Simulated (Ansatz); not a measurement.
**TiSi under changes of volume**

One of the cells (14.630 Å³/atom); the others are scaled copies at fixed shape and fractional positions:

```
Ti Si
1.0
     1.81618   -2.11762    0.00000
     1.81618    2.11762    0.00000
     0.00000    0.00000    3.80393
Ti Si
1 1
Direct
  0.50000 0.50000 0.00000
  0.00000 0.00000 0.50000
```

The cell comes from a database or a generator and needn't be the stable form of this composition.

* Program: Ansatz 0.2.0
* Functional: PBEsol
* Potentials or basis: Ansatz PAW
* Cutoff: 420 eV (not typed: the program's choice for these potentials)
* k mesh: 10 × 10 × 7
* Occupations: fermi-dirac, width 0.05 eV
* Spin: no spin polarisation

```csv
volume (Å³/atom),energy over the lowest point (meV/atom),pressure (GPa)
13.752,5.65,4.8
14.045,0.00,1.5
14.337,0.13,-1.6
14.630,?,?
14.922,15.73,-6.8
15.215,30.22,-9.0
15.508,48.59,-11.0
```

Question: What does the run at 14.630 Å³/atom give?

Answer: Energy over the lowest point 5.54 meV/atom; pressure -4.3 GPa.

Worked out: A Birch-Murnaghan fit of order 3 (a polynomial in V^(-2/3)) to the other rows has its minimum at 14.18 Å³/atom with B0 = V·E''(V) = 147 GPa and B' = 4.0 at fixed shape and positions, which overstates the stiffness. It gives 5.58 meV/atom at 14.630 Å³/atom, against the run's 5.54, and -dE/dV = -4.3 GPa, against -4.3.

Energies are extrapolated to zero smearing.

Caveats: the PAW data sets come from PBE, with cores solved anew for the run's functional, which leaves a small shift of forces and pressure.
